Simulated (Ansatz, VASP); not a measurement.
# GaAs: VASP beside Ansatz

Contents of INCAR:

```
SYSTEM = GaAs
  PREC = Accurate
  ENCUT = 520
  EDIFF = 1E-7
  ISMEAR = 0
  SIGMA = 0.05
  LREAL = .False.
  LASPH = .True.
  NELM = 60
  ALGO = Normal
  ISIF = 2
  LWAVE = .False.
  LCHARG = .False.
  GGA = RE
  NBANDS = 16
```

KPOINTS

```
regular mesh
0
Gamma
  8 8 8
  0 0 0
```

File POSCAR:

```
GaAs
1.0
    0.0000000000      2.8268505379      2.8268505379
    2.8268505379      0.0000000000      2.8268505379
    2.8268505379      2.8268505379      0.0000000000
Ga As
1 1
Direct
    0.0000000000      0.0000000000      0.0000000000
    0.7500000000      0.7500000000      0.7500000000
```

Input for Ansatz:

```yaml
crystal:
  lattice:
    - [0.0, 2.8268505379, 2.8268505379]
    - [2.8268505379, 0.0, 2.8268505379]
    - [2.8268505379, 2.8268505379, 0.0]
  atoms:
    - { symbol: Ga, position: [0.0, 0.0, 0.0] }
    - { symbol: As, position: [0.75, 0.75, 0.75] }
basis:
  ecutwfc: 420
  ecutrho_ratio: 4
kpoints:
  mp_grid: { grid: [8, 8, 8] }
hamiltonian:
  xc: revpbe
scf:
  occupations: { method: gaussian, width: 0.05 }
output:
  forces: true
  stress: true
  eigenvalues: true
```

Alike in both runs: task single point; functional revPBE; k mesh 8 × 8 × 8; occupations gaussian, width 0.05 eV; no spin polarisation.

|  | VASP | Ansatz |
| --- | --- | --- |
| version | VASP 6.6.1 | Ansatz 0.2.0 |
| potentials or method | VASP PAW PBE potentials, release 64 (Ga_d, As) | scalar-relativistic, plane waves, PAW |
| plane-wave cutoff (eV) | 520 | 420 |
| valence electrons in the cell | 18 | 28 |

VASP gave:

```
gap on the k mesh at the Fermi level (eV) : 0.61
least direct gap on the mesh (eV)         : 0.61
pressure (GPa)                            : 4.9
```

Question: Estimate Ansatz's values.

Answer: gap on the k mesh at the Fermi level (eV): 0.61; least direct gap on the mesh (eV): 0.61; pressure (GPa): 4.7.

With one functional, cell and mesh, what is left measures potentials, basis and numerics. The two sets of potentials don't hold the same shells in valence.

Caveats: the PAW data sets were made with another functional, which shifts forces and pressure a little (VASP). A k mesh can miss the band edges.
